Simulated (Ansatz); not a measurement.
## Debugging a many-body input for Al2O3 (Corundum)

What is wrong with this input for Al2O3 (Corundum)?

Main program and level: Ansatz 0.2.0; G0W0 on PBE, plane waves, PAW.

### Step 1. Starting point

It takes space group R-3c (No. 167, trigonal). Conventional cell: a = 4.760 Å, b = 4.760 Å, c = 12.996 Å, α = 90.00°, β = 90.00°, γ = 120.00°. Nearest to Al lie 6 O at 1.85 to 1.97 Å. O has 4 Al at 1.85 to 1.97 Å nearest. Farther neighbours and most contacts between anions are not listed.

The cell and positions come from the Crystallography Open Database and are kept as given unless a step says otherwise. The default PAW set here is soft_2. Its files were made with PBE.

### Step 2. First try

input.yaml reads:

```yaml
crystal:
  lattice:
    - [2.38025, 1.3742379782, 4.3318666667]
    - [-2.38025, 1.3742379782, 4.3318666667]
    - [0.0, -2.7484759565, 4.3318666667]
  atoms:
    - { symbol: Al, position: [0.35216, 0.35216, 0.35216] }
    - { symbol: Al, position: [0.14784, 0.14784, 0.14784] }
    - { symbol: Al, position: [0.64784, 0.64784, 0.64784] }
    - { symbol: Al, position: [0.85216, 0.85216, 0.85216] }
    - { symbol: O, position: [0.55668, 0.94332, 0.25] }
    - { symbol: O, position: [0.25, 0.55668, 0.94332] }
    - { symbol: O, position: [0.94332, 0.25, 0.55668] }
    - { symbol: O, position: [0.44332, 0.05668, 0.75] }
    - { symbol: O, position: [0.75, 0.44332, 0.05668] }
    - { symbol: O, position: [0.05668, 0.75, 0.44332] }
kpoints:
  mp_grid: { grid: [2, 2, 2] }
hamiltonian:
  xc: pbe
scf:
  occupations: { method: fixed }
gw:
  n_empty_bands: 89
  ecut_chi: 60
  qp_bands: [v3, c3]
  qp_kpoints: band_edges
  screening: { model: contour_deformation }
  static_remainder: true
```

The run is started by

```
> ansatz run input.yaml --threads 3 --pin off --max-ram 64512MiB --backend cuda --events-out ev --progress --plain --runs-dir out --devices 1 --max-vram 24GiB  # rebuilt from the run's record
```

Numbers of over 12 decimals in the logs are rounded to 6 here.

What it wrote:

```text
Error: gw.static_remainder: true with hamiltonian.pseudopotentials.kind: paw|paw_fr|all_electron — the remainder's closure is formed of plane waves alone, without the terms of the atoms; leave out gw.static_remainder, or use kind: nc
```

It took 0.03 s on 3 threads of AMD EPYC 7R13 (Zen 3), shared host; peak memory 0.06 GiB.

**Diagnosis.**

The input was rejected at the start.

The program's message: “Error: gw.static_remainder: true with hamiltonian.pseudopotentials.kind: paw|paw_fr|all_electron — the remainder's closure is formed of plane waves alone, without the terms of the atoms; leave out gw. …”

The fault: static remainder on PAW. The remainder's closure is built from plane waves alone and lacks the terms inside the atoms.

### Step 3. A better input

Now the one-shot GW correction: screening in the RPA, then the self-energy of the levels asked for.

Changes to input.yaml since step 2:

```diff
@@ -17,3 +17,3 @@
 kpoints:
-  mp_grid: { grid: [2, 2, 2] }
+  mp_grid: { grid: [4, 4, 4] }
 hamiltonian:
@@ -23,4 +23,4 @@
 gw:
-  n_empty_bands: 89
-  ecut_chi: 60
+  n_empty_bands: 125
+  ecut_chi: 75.0
   qp_bands: [v3, c3]
@@ -28,2 +28 @@
   screening: { model: contour_deformation }
-  static_remainder: true
```

What it wrote:

```text
GPUs: using 1 of 1 available (devices: 1).
[...]
device memory: the entry about to start is reckoned to put 1.7 GiB on a device that reports 71.5 GiB free (of which the cap on the GPU budget leaves the run 24.0 GiB)
GPU FFT provider: cuFFT
GPU libraries: cuBLAS 13.8.1, cuFFT 12.4.0, cuSOLVER 12.3.2
Crystal: 10 atoms, lattice volume = 85.018 Å³
Basis set: ecut = 420 eV, 1653 PW (Γ)
Bands: 34, of which v1, the nominal top of the filled ones, is band 24 counted from 1 (23 counted from 0)
Symmetry: 12 space group operations
[...]
k-points: 13 of 64
[...]
GPU buffer pool allocated for 46656 grid points (all kernels)
GPU transforms: local potential and band sums: pruned to the plane-wave sphere, on 36×36×36
[...]
SCF iter   1: F=—  HF=-5569.548618 eV  |F-HF|=—  |Δ(HF+E_count)|=         —  Δρ=1.69e-3  dr2=1.16e-3  ethr=1.77e-3  ⟨swp⟩=5.3  Hψ=1777  notcnv=0  defer=87
[...]
0    22      7.7066   -26.9900     4.6218   -21.3928  0.8131     6.7249     6.7313  root
     0    23      7.7066   -26.9900     4.6218   -21.3928  0.8131     6.7249     6.7313  root
     0    24      7.7510   -26.9138     4.5803   -21.3873  0.8134     6.7988     6.8048  root
     0    25     13.9678   -11.3835    -3.8310   -16.6328  0.8555    15.3955    15.3861  root
     0    26     16.9106    -7.9116    -4.1849   -13.5347  0.8578    18.3598    18.3488  root
     0    27     18.5127   -10.0280    -4.3306   -16.4078  0.8482    20.5871    20.5618  root
     1    22      7.3014   -26.5359     4.7162   -20.7076  0.8103     6.1804     6.1893  root
     1    23      7.5967   -26.8143     4.6610   -21.1261  0.8121     6.5623     6.5695  root
[...]
12    24      7.3684   -26.7487     4.6922   -20.9898  0.8114     6.2937     6.3017  root
    12    25     16.4293   -10.5419    -4.0544   -16.2397  0.8481    18.0876    18.0727  root
    12    26     16.4293   -10.5419    -4.0544   -16.2397  0.8481    18.0876    18.0727  root
    12    27     18.8590    -7.1141    -4.3482   -13.0268  0.8570    20.4378    20.4236  root
[key lines of the parts left out:]
SCF converged after 6 iterations
Free energy (F): -5569.550833 eV
Fermi energy:    7.750965 eV
```

The job ended after 6.5 s (1 × NVIDIA H100 80GB HBM3 (shared by 3 runs) with 3 threads; peak memory 1.2 GiB).

Reading the cycles: dr2 is the Hartree energy of the density residual (eV), the measure of convergence; HF is the Harris–Foulkes estimate of the energy, which meets the free energy F at convergence.

This step gave:

```yaml
bands_summed: 149
rpa_eps_infinity_on_this_mesh_eigenvalues: 3.106, 3.138, 3.138
plane_waves_in_the_screening_matrix: 121
q_points_in_the_mesh: 64
g0w0_gap_on_the_mesh: 8.581 eV
k_of_the_valence_top: 0, 0, 0
k_of_the_conduction_bottom: 0, 0, 0
starting_gap_on_the_mesh: 6.217 eV
z_at_the_valence_top: 0.8134
z_at_the_conduction_bottom: 0.8555
least_direct_g0w0_gap_on_the_computed_points: 8.581 eV
```

The gap on the mesh goes from 6.22 eV to 8.58 eV, a correction of +2.36 eV. Between the two edge states, bare exchange in place of the xc potential would open the gap by 10.78 eV, and correlation takes back 8.41 eV.

### Step 4. Outcome

* first try: refused after 0.03 s
* better run: G0W0 gap on the mesh 8.58 eV (4×4×4 mesh, 125 empty bands, screening to 75 eV)

**Reading.** The second run differs in: mesh, empty bands, screening cutoff (eV) and static remainder. Bands and cutoff are finite, so the gap is not at the basis limit. The miss can reach some tenths of an eV and take either sign; the mesh is an error of its own.

[Paths, hosts, dates, memory and timing lines, banners, echoed tables and standing remarks are left out of the program output.]

[Logs are printed without paths, hosts, clocks, repeated set-up lines and the standing remarks that a program may print on its own settings, such as how far it seeks lower states.]

[Runs of the session that timed out or met a known fault of the program may be left out.]

[Cells called generated may have been cut or substituted from an entry of the Crystallography Open Database or the Materials Project.]

[Hosts, paths, dates, database ids (printed as entryN), source tags and the programs' standing remarks are cut or masked in the printed files.]
